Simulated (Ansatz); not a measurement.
# Pb (Fm-3m) in Ansatz: elastic constants with PBEsol

Aim: the elastic constants of Pb with PBEsol.

All numbers are computed with Ansatz 0.2.0; they aren't measurements. Logs are shortened: lines on timing, memory, paths and dates and some standing lists are left out, and cuts for length are marked.

## (1) Starting point

It takes space group Fm-3m (No. 225, cubic). Conventional cell: a = 4.950 Å, b = 4.950 Å, c = 4.950 Å, α = 90.00°, β = 90.00°, γ = 90.00°. Around Pb (site symmetry m-3m) lie 12 Pb at 3.50 Å.

## (2) Elastic constants, PBEsol

The input, input.yaml:

```yaml
crystal:
  lattice:
    - [0.0, 2.47502, 2.47502]
    - [2.47502, 0.0, 2.47502]
    - [2.47502, 2.47502, 0.0]
  atoms:
    - { symbol: Pb, position: [0.0, 0.0, 0.0] }
hamiltonian:
  xc: pbesol
  pseudopotentials: { kind: paw }
kpoints:
  mp_grid: { grid: [8, 8, 8] }
scf:
  occupations: { method: fermi_dirac, width: 0.05 }
output:
  forces: true
  stress: true
elastic:
  mode: relaxed_ion
  stencil: two_point
```

Potentials or basis: Ansatz PAW.

On the command line:

```console
$ ansatz run input.yaml --threads 2 --pin off --max-ram 5632MiB --backend cpu --events-out ev --progress --plain --runs-dir out
```

The program printed:

```text
Warning: RAYON_NUM_THREADS=2 ignored (pool sized by the plan → 2); use --threads N
Engine: ansatz 0.2.0, x86_64-unknown-linux-gnu
Pseudopotentials: kind: paw
Pseudopotential: Pb, paw, valence charge 14, recommended cutoff 420 eV (normal), Pb.paw.azcp
Functional definition: PBEsol
  exchange = pbesol_x
  correlation = pbesol_c
Crystal: 1 atoms, lattice volume = 30.323 Å³
Basis set: ecut = 420 eV, 609 PW (Γ), exchange–correlation on 48×48×48 points (8 copies of the dense FFT grid, shifted against one another)
Bands: 11, of which v1, the nominal top of the filled ones, is band 7 counted from 1 (6 counted from 0)
Symmetry: 48 space group operations
Space group: Fm-3m (ITA 225), of the structure as read, at distance tolerance 3.1e-5 Å
k-points: 29 of 512
Non-local potential: Pb, projectors of the file, l = 0: 2, l = 1: 2, l = 2: 2, l = 3: 2
PAW form: soft (Blöchl's): semilocal exchange-correlation on the pseudo side does not see the compensation charge
PAW frozen core: Pb, regenerated for the run's functional, and the local potential with it (the file was generated under x = pbe(κ = 0.804, μ = 0.2195149727645171), c = pbe(β = 0.06672455060314922))
PAW one-centre angular grid: Pb, 590 points (default); XC on 64 Gauss nodes
Initial density: superposition of atomic densities (neutral atoms: chi_scale 0, normalization atom), corrected by the library's trained network
Initial wavefunctions: pseudopotential atomic-orbital guess
Functional: x = pbesol(κ = 0.804, μ = 0.12345679012345678), c = pbesol(β = 0.046)
SCF iter   1: F=—  HF=-11754.960524 eV  |F-HF|=—  |Δ(HF+E_count)|=         —  Δρ=2.16e-3  dr2=9.14e-4  ethr=1.77e-3  ⟨swp⟩=5.9  Hψ=2116  notcnv=0
preconditioner: auto → none  [insulator: Δε(μ)=0.269 eV  Ē_g=19.864 eV  σ=0.050 eV  W_gap=0.87  n_scr=8 (ndim 8)  ℏωp=25.2 eV  f_vac=0.000  D(μ)=0.25/eV (n_scr^D=0)  ε∞_Penn≈2.6]
SCF iter   2: F=—  HF=-11754.959799 eV  |F-HF|=—  |Δ(HF+E_count)|=   7.25e-4  Δρ=7.25e-4  dr2=8.30e-5  ethr=6.53e-6  ⟨swp⟩=2.9  Hψ=781  notcnv=0  defer=2
SCF iter   3: F=—  HF=-11754.959799 eV  |F-HF|=—  |Δ(HF+E_count)|=   2.12e-7  Δρ=8.02e-5  dr2=1.89e-6  ethr=5.93e-7  ⟨swp⟩=2.3  Hψ=513  notcnv=0  defer=2
SCF iter   4: F=—  HF=-11754.959801 eV  |F-HF|=—  |Δ(HF+E_count)|=   1.68e-6  Δρ=9.04e-5  dr2=2.22e-6  ethr=1.35e-8  ⟨swp⟩=2.0  Hψ=512  notcnv=0  defer=2
SCF iter   5: F=—  HF=-11754.959799 eV  |F-HF|=—  |Δ(HF+E_count)|=   1.23e-6  Δρ=6.86e-6  dr2=1.29e-8  ethr=1.35e-8  ⟨swp⟩=2.0  Hψ=494  notcnv=0  defer=2
SCF iter   6: F=—  HF=-11754.959799 eV  |F-HF|=—  |Δ(HF+E_count)|=   6.58e-9  Δρ=1.01e-6  dr2=1.72e-10  ethr=9.21e-11  ⟨swp⟩=2.0  Hψ=514  notcnv=0  defer=2
SCF iter   7: F=—  HF=-11754.959799 eV  |F-HF|=—  |Δ(HF+E_count)|=  1.29e-10  Δρ=2.18e-7  dr2=1.33e-11  ethr=1.23e-12  ⟨swp⟩=2.0  Hψ=478  notcnv=0  defer=2
SCF iter   8: F=-11754.959799 eV  HF=-11754.959799 eV  |F-HF|=0.00e0  |Δ(HF+E_count)|=  1.09e-11  Δρ=7.29e-9  dr2=4.33e-15  ethr=1.00e-12  ⟨swp⟩=5.0  Hψ=1689  notcnv=0
SCF 1 converged in 8 iterations: F = -11754.959799 eV  dr2 = 4.33e-15
Crystal: 1 atoms, lattice volume = 30.262 Å³
Symmetry: 16 space group operations
k-points: 59 of 512
Initial density: handed on by an earlier stage of this run
Initial wavefunctions: those handed on with the density
iter 1 solved again at ethr=1.67e-8 eV; its pass at ethr=3.10e-3 eV (dr2=2.34e-6 eV) is discarded
SCF iter   1: F=—  HF=-11754.959879 eV  |F-HF|=—  |Δ(HF+E_count)|=         —  Δρ=3.43e-5  dr2=3.71e-7  ethr=1.67e-8  ⟨swp⟩=3.1  Hψ=5949  notcnv=0  defer=5
preconditioner: auto → none  [insulator: Δε(μ)=0.261 eV  Ē_g=19.902 eV  σ=0.050 eV  W_gap=0.86  n_scr=8 (ndim 8)  ℏωp=25.3 eV  f_vac=0.000  D(μ)=0.26/eV (n_scr^D=0)  ε∞_Penn≈2.6]
SCF iter   2: F=—  HF=-11754.959881 eV  |F-HF|=—  |Δ(HF+E_count)|=   2.70e-6  Δρ=1.38e-5  dr2=4.28e-8  ethr=2.65e-9  ⟨swp⟩=2.7  Hψ=1131  notcnv=0  defer=5
SCF iter   3: F=—  HF=-11754.959881 eV  |F-HF|=—  |Δ(HF+E_count)|=   9.89e-9  Δρ=4.18e-6  dr2=3.41e-9  ethr=3.06e-10  ⟨swp⟩=1.0  Hψ=639  notcnv=0  defer=5
SCF iter   4: F=—  HF=-11754.959881 eV  |F-HF|=—  |Δ(HF+E_count)|=   1.84e-9  Δρ=4.16e-7  dr2=3.15e-11  ethr=2.43e-11  ⟨swp⟩=2.1  Hψ=786  notcnv=0  defer=5
SCF iter   5: F=-11754.959881 eV  HF=-11754.959881 eV  |F-HF|=9.09e-12  |Δ(HF+E_count)|=  5.46e-12  Δρ=1.75e-8  dr2=3.48e-14  ethr=1.00e-12  ⟨swp⟩=3.6  Hψ=2823  notcnv=0
SCF 2 converged in 5 iterations: F = -11754.959881 eV  dr2 = 3.48e-14
Crystal: 1 atoms, lattice volume = 30.383 Å³
iter 1 solved again at ethr=3.44e-12 eV; its pass at ethr=3.10e-3 eV (dr2=4.81e-10 eV) is discarded
SCF iter   1: F=—  HF=-11754.959672 eV  |F-HF|=—  |Δ(HF+E_count)|=         —  Δρ=1.45e-6  dr2=4.23e-10  ethr=3.44e-12  ⟨swp⟩=2.7  Hψ=5803  notcnv=0  defer=3
preconditioner: auto → none  [insulator: Δε(μ)=0.260 eV  Ē_g=19.884 eV  σ=0.050 eV  W_gap=0.86  n_scr=8 (ndim 8)  ℏωp=25.2 eV  f_vac=0.000  D(μ)=0.24/eV (n_scr^D=0)  ε∞_Penn≈2.6]
SCF iter   2: F=—  HF=-11754.959673 eV  |F-HF|=—  |Δ(HF+E_count)|=   8.00e-7  Δρ=8.01e-7  dr2=7.76e-11  ethr=3.02e-12  ⟨swp⟩=2.0  Hψ=1026  notcnv=0  defer=3
SCF iter   3: F=—  HF=-11754.959673 eV  |F-HF|=—  |Δ(HF+E_count)|=  2.91e-11  Δρ=2.06e-7  dr2=4.70e-12  ethr=5.54e-13 (applied; sched 1.00e-12)  ⟨swp⟩=1.0  Hψ=639  notcnv=0  defer=9
SCF iter   4: F=-11754.959673 eV  HF=-11754.959673 eV  |F-HF|=1.82e-12  |Δ(HF+E_count)|=  9.09e-12  Δρ=1.21e-8  dr2=2.33e-14  ethr=1.00e-12  ⟨swp⟩=3.2  Hψ=2622  notcnv=0
SCF 3 converged in 4 iterations: F = -11754.959673 eV  dr2 = 2.33e-14
Symmetry: 8 space group operations
k-points: 95 of 512
iter 1 solved again at ethr=9.26e-9 eV; its pass at ethr=3.10e-3 eV (dr2=1.30e-6 eV) is discarded
SCF iter   1: F=—  HF=-11754.959789 eV  |F-HF|=—  |Δ(HF+E_count)|=         —  Δρ=3.12e-5  dr2=5.02e-7  ethr=9.26e-9  ⟨swp⟩=3.0  Hψ=9493  notcnv=0  defer=6
preconditioner: auto → none  [insulator: Δε(μ)=0.255 eV  Ē_g=19.894 eV  σ=0.050 eV  W_gap=0.85  n_scr=8 (ndim 8)  ℏωp=25.2 eV  f_vac=0.000  D(μ)=0.25/eV (n_scr^D=0)  ε∞_Penn≈2.6]
SCF iter   2: F=—  HF=-11754.959790 eV  |F-HF|=—  |Δ(HF+E_count)|=   6.57e-7  Δρ=1.14e-5  dr2=6.19e-8  ethr=3.59e-9  ⟨swp⟩=1.0  Hψ=1031  notcnv=0  defer=6
SCF iter   3: F=—  HF=-11754.959790 eV  |F-HF|=—  |Δ(HF+E_count)|=   1.65e-8  Δρ=1.32e-6  dr2=2.39e-10  ethr=4.42e-10  ⟨swp⟩=2.2  Hψ=1394  notcnv=0  defer=6
SCF iter   4: F=—  HF=-11754.959790 eV  |F-HF|=—  |Δ(HF+E_count)|=  2.60e-10  Δρ=5.82e-8  dr2=8.11e-13  ethr=1.71e-12  ⟨swp⟩=2.2  Hψ=1623  notcnv=0  defer=6
SCF iter   5: F=-11754.959790 eV  HF=-11754.959790 eV  |F-HF|=5.46e-12  |Δ(HF+E_count)|=    0.00e0  Δρ=1.35e-8  dr2=4.06e-14  ethr=1.00e-12  ⟨swp⟩=4.8  Hψ=3512  notcnv=0
SCF 4 converged in 5 iterations: F = -11754.959790 eV  dr2 = 4.06e-14
iter 1 solved again at ethr=5.95e-12 eV; its pass at ethr=3.10e-3 eV (dr2=8.33e-10 eV) is discarded
SCF iter   1: F=—  HF=-11754.959789 eV  |F-HF|=—  |Δ(HF+E_count)|=         —  Δρ=1.66e-6  dr2=8.36e-10  ethr=5.95e-12  ⟨swp⟩=2.4  Hψ=9068  notcnv=0  defer=4
SCF iter   2: F=—  HF=-11754.959790 eV  |F-HF|=—  |Δ(HF+E_count)|=   8.12e-7  Δρ=7.72e-7  dr2=1.45e-10  ethr=5.95e-12  ⟨swp⟩=2.0  Hψ=1659  notcnv=0  defer=4
SCF iter   3: F=—  HF=-11754.959790 eV  |F-HF|=—  |Δ(HF+E_count)|=  1.09e-11  Δρ=1.05e-7  dr2=2.32e-12  ethr=1.03e-12  ⟨swp⟩=1.7  Hψ=1232  notcnv=0  defer=4
SCF iter   4: F=—  HF=-11754.959790 eV  |F-HF|=—  |Δ(HF+E_count)|=  3.64e-12  Δρ=3.27e-8  dr2=1.31e-13  ethr=1.66e-14 (applied; sched 1.00e-12)  ⟨swp⟩=2.0  Hψ=1832  notcnv=0  defer=14
SCF iter   5: F=-11754.959790 eV  HF=-11754.959790 eV  |F-HF|=5.46e-12  |Δ(HF+E_count)|=  5.46e-12  Δρ=1.73e-9  dr2=4.02e-16  ethr=1.00e-12  ⟨swp⟩=4.0  Hψ=2953  notcnv=0
SCF 5 converged in 5 iterations: F = -11754.959790 eV  dr2 = 4.02e-16
SCF converged after 8 iterations
Free energy (F): -11754.959799 eV
Harris-Foulkes:  -11754.959799 eV  (|F-HF|=0.00e0)
Internal energy: -11754.957236 eV  (E = F + TS)
E sigma→0 (E₀):  -11754.958518 eV
Entropy (-TS):   -0.002563 eV (-2.563 meV/atom)
Fermi energy:    10.741511 eV
--- Per-component energies (eV) ---
  E_band       = -38.476787
  E_kinetic    = 289.125519
  E_local      = -1016.940542  (includes V_loc(G=0)·N_el)
  E_nonlocal   = 351.599856
  E_hartree    = 402.891606
  E_xc         = -219.165822
  E_vxc        = -132.937065  (∫ρ·V_xc dr)
  E_paw        = -10255.470265  (= ΣΔE_a)
  E_vpaw       = -335.107818  (= ΣTr[D̂ρ^β])
  E_aug_tail   = 0.000049  (compensation charges beyond the density's cutoff)
  E_ewald      = -1307.059754
  E_core_change = 0.062117  (= ΣΔE_core)
  E_smearing   = -0.002563  (= −TS)
  E_closure    = 0.000000  (closes the sum)
  Σ components = -11754.959799   (vs F -11754.959799, Δ=0.00e0)
--- Forces (eV/Å), atoms counted from 1 ---
  atom   1  Pb    -0.00000000    -0.00000000    -0.00000000
  max |Σ_I F_I| component: 4.44e-31 eV/Å
--- Stress (GPa, compression-positive) ---
       -0.274752       0.000000       0.000000
        0.000000      -0.274752       0.000000
        0.000000      -0.000000      -0.274752
  P = ⅓ Tr σ = -0.2748 GPa (-2.748 kbar)
--- Band table (eV; the first three rows and the last of 29) ---
  k-point 0: bands = ["-6.2116", "-6.2116", "-6.2116", "-6.0700", "-6.0700", "-0.9719", "18.2018", "18.2018", "18.2018", "20.5285", "22.1043"]
  k-point 1: bands = ["-6.2126", "-6.1915", "-6.1915", "-6.0694", "-6.0694", "-0.6705", "15.3957", "17.8531", "17.8531", "20.0870", "23.2424"]
  k-point 2: bands = ["-6.2203", "-6.1756", "-6.1756", "-6.0343", "-6.0343", "0.2287", "11.5324", "17.1628", "17.1628", "19.7501", "22.2580"]
  k-point 28: bands = ["-6.1993", "-6.1511", "-6.1511", "-6.0228", "-5.8998", "4.1850", "9.4026", "9.4026", "11.0378", "21.6319", "22.9342"]
--- Elastic constants: 2 strain directions × 2 members + reference (group order 48) ---
  dense FFT box of the reference and of every strained cell: 24×24×24
  strains applied: 11, 23; error gains: componentwise 1.00 (the most a stress slope's error grows in a printed constant), spectral 1.73 (1 for all six strains in a standard setting)
  C = ∂σ_k/∂η_j (tension-positive GPa; Voigt order 11 22 33 23 13 12):
        63.885     38.952     38.952     -0.000     -0.000      0.000
        38.952     63.885     38.952      0.000      0.000     -0.000
        38.952     38.952     63.885     -0.000      0.000      0.000
        -0.000      0.000      0.000     28.575     -0.000     -0.000
        -0.000      0.000      0.000      0.000     28.575     -0.000
        -0.000      0.000      0.000      0.000     -0.000     28.575
  reference stress σ⁰ (GPa):      0.275      0.275      0.275      0.000     -0.000     -0.000
  C* (energy form; C + prestress term) asymmetry max|C*_kj − C*_jk| = 2.132e-14 GPa — a small one proves nothing (zero by symmetry where the batch's group is 432, −43m or m−3m); a large one is finite-difference/SCF noise where every solve meets its electron count
  moduli (Voigt/Reuss/Hill, GPa): K = 47.26/47.26/47.26   G = 22.13/18.84/20.49   E = 53.70   ν = 0.311
  mechanically stable: yes (min eigenvalue of sym C = 24.93 GPa)
  strain η (Voigt 11):  stress-route row diagonal C_11 = 63.89 GPa, energy-path curvature d²(F+E_count+ΔE)/dδ²/Ω₀ = 63.88 GPa
         δ    σ_11 (GPa)             F (eV)   n_scf  n_hpsi   n_pw
    -2.000e-3       0.1461      -11754.9598812       5   12276    609   relax 0 steps, max|allowed force component| 0.00e0 eV/Å
     2.000e-3       0.4017      -11754.9596730       4   11036    609   relax 0 steps, max|allowed force component| 0.00e0 eV/Å
  strain η (Voigt 23):  stress-route row diagonal C_44 = 28.58 GPa, energy-path curvature d²(F+E_count+ΔE)/dδ²/Ω₀ = 28.44 GPa
         δ    σ_23 (GPa)             F (eV)   n_scf  n_hpsi   n_pw
    -2.000e-3      -0.0572      -11754.9597900       5   18575    609   relax 0 steps, max|allowed force component| 0.00e0 eV/Å
     2.000e-3       0.0572      -11754.9597900       5   18274    609   relax 0 steps, max|allowed force component| 0.00e0 eV/Å
```

Run time: 2 s. Hardware: 2 threads of Intel Xeon 6975P-C (Granite Rapids), shared host; peak memory 0.35 GiB.

Results:

```
Free energy                     : -11754.9598 eV
Pressure                        : -0.3 GPa
Band gap on the k mesh          : none (metal or under the smearing width)
Elastic constants C11, C12, C44 : 64, 39, 29 GPa
Voigt bulk modulus              : 47 GPa
```

Levels at points of the mesh, in eV from the Fermi level:
| k point | band 4 | band 5 | band 6 | band 7 | band 8 | band 9 | band 10 | band 11 |
| --- | --- | --- | --- | --- | --- | --- | --- | --- |
| (0.00, 0.00, 0.00) | -16.81 | -16.81 | -11.71 | 7.46 | 7.46 | 7.46 | 9.79 | 11.36 |
| (0.00, 0.00, -0.50) | -16.68 | -16.68 | -8.08 | -4.18 | 5.62 | 5.62 | 9.26 | 9.51 |
| (0.00, -0.50, -0.50) | -16.64 | -16.64 | -6.66 | -3.24 | 2.08 | 2.08 | 5.40 | 6.69 |

Elastic tensor in Voigt notation (GPa, in the Cartesian axes of the cell as first typed):
```
64 39 39  0  0  0
39 64 39  0  0  0
39 39 64  0  0  0
 0  0  0 29  0  0
 0  0  0  0 29  0
 0  0  0  0  0 29
```

Caveat: elastic constants of metals need much finer meshes, so these are rough; the PAW data sets come from PBE, with cores solved anew for the run's functional, which leaves a small shift of forces and pressure. The run has no spin-orbit coupling, so splittings on Pb are missing.
